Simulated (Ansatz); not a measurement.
## Slab of hcp In (11-20), 3 layers

The slab is cut from the hcp crystal, which needn't be the stable phase, as relaxed on PAW files (27.73 Å³/atom), with 16 Å of vacuum and a dipole correction:

```yaml
crystal:
  lattice:
    - [5.88965, 0.00000, 0.00000]
    - [0.00000, 5.53774, 0.00000]
    - [0.00000, 0.00000, 19.40040]
  atoms:
    - { symbol: In, position: [0.33333, 0.75000, 0.41236] }
    - { symbol: In, position: [0.66667, 0.25000, 0.41236] }
    - { symbol: In, position: [0.83333, 0.75000, 0.50000] }
    - { symbol: In, position: [0.16667, 0.25000, 0.50000] }
    - { symbol: In, position: [0.33333, 0.75000, 0.58764] }
    - { symbol: In, position: [0.66667, 0.25000, 0.58764] }
```

Level of theory: DFT with PBE, scalar-relativistic, in Ansatz 0.2.0; a Γ-centred 6×6×1 k mesh, Fermi–Dirac smearing of 0.05 eV, no spin polarisation. LAPW: all electrons, basis error target 1 meV/atom; PAW: frozen-core files, cutoff 420 eV.

The bulk energy comes from a cell in the slab's orientation on a 6×6×10 mesh. The surface energy is (E(slab) − N·E(bulk))/2A at zero smearing, the mean of both faces; thin slabs carry quantum-size effects.

The cell is 1×1, so reconstructions are forbidden.

Question: As cut, the LAPW slab lies 1.646 eV above 6 atoms of bulk. What surface energy is that?

Answer: Over two faces of 32.62 Å² it is 25.2 meV/Å², and times 16.02 J/m² per eV/Å² that gives γ = 0.404 J/m².

```json
{"method": "LAPW", "γ as cut (J/m²)": "0.404", "γ relaxed (J/m²)": "?", "Φ as cut (eV)": "3.93", "Φ relaxed (eV)": "3.87"}
```

Question: Fill in "γ relaxed (J/m²)" for the row "LAPW".

Answer: 0.394.

Question: How do the spacings between the planes relax?

Answer: From the bottom face up: d12 -3.0 % of 1.700 Å, d23 -3.0 % of 1.700 Å.
